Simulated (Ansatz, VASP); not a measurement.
# One calculation of KMgF3, two programs

Contents of INCAR:

```
ALGO     = Normal         # electronic algorithm
EDIFF    = 1E-6           # SCF threshold, eV
ENCUT    = 520            # plane-wave cutoff, eV
GGA      = PE             # functional
ISIF     = 2              # what is computed and relaxed
ISMEAR   = 0              # smearing method
LASPH    = True           # aspherical terms in the spheres
LCHARG   = False          # write CHGCAR
LREAL    = False          # projectors in reciprocal space
LWAVE    = False          # write WAVECAR
NBANDS   = 24             # bands
NELM     = 100            # most SCF steps
PREC     = Accurate       # precision mode
SIGMA    = 0.02           # smearing width, eV
```

KPOINTS

```
k-points
0
Gamma
  6 6 6
```

Contents of POSCAR:

```
KMgF3
1.0
    3.9287178812      0.0000000000      0.0000000000
    0.0000000000      3.9287178812      0.0000000000
    0.0000000000      0.0000000000      3.9287178812
K Mg F
1 1 3
Direct
    0.5000000000      0.5000000000      0.5000000000
    0.0000000000      0.0000000000      0.0000000000
    0.5000000000      0.0000000000      0.0000000000
    0.0000000000      0.5000000000      0.0000000000
    0.0000000000      0.0000000000      0.5000000000
```

Input for Ansatz:

```yaml
crystal:
  lattice:
    - [3.9287178812, 0.0, 0.0]
    - [0.0, 3.9287178812, 0.0]
    - [0.0, 0.0, 3.9287178812]
  atoms:
    - { symbol: K, position: [0.5, 0.5, 0.5] }
    - { symbol: Mg, position: [0.0, 0.0, 0.0] }
    - { symbol: F, position: [0.5, 0.0, 0.0] }
    - { symbol: F, position: [0.0, 0.5, 0.0] }
    - { symbol: F, position: [0.0, 0.0, 0.5] }
basis:
  ecutwfc: 420
kpoints:
  mp_grid: { grid: [6, 6, 6] }
hamiltonian:
  xc: pbe
scf:
  occupations: { method: gaussian, width: 0.02 }
output:
  forces: true
  stress: true
  eigenvalues: true
```

Alike in both runs: task single point; functional PBE; k mesh 6 × 6 × 6; occupations gaussian, width 0.02 eV; no spin polarisation.

```csv
,VASP,Ansatz
version,VASP 6.6.1,Ansatz 0.2.0
potentials or method,"VASP PAW PBE potentials, release 64 (K_sv, Mg, F)","scalar-relativistic, plane waves, PAW"
plane-wave cutoff (eV),520,420
valence electrons in the cell,32,40
```

```tsv
	VASP	Ansatz	Ansatz less VASP
gap on the k mesh at the Fermi level (eV)	7.64	7.67	+0.030
least direct gap on the mesh (eV)	7.96	7.99	+0.027
pressure (GPa)	7.3	7.7	+0.43
```

With one functional, cell and mesh, what is left measures potentials, basis and numerics. The two sets of potentials don't hold the same shells in valence.

A k mesh can miss the band edges. A hybrid or GW would open this gap; PBE tends to underestimate it.
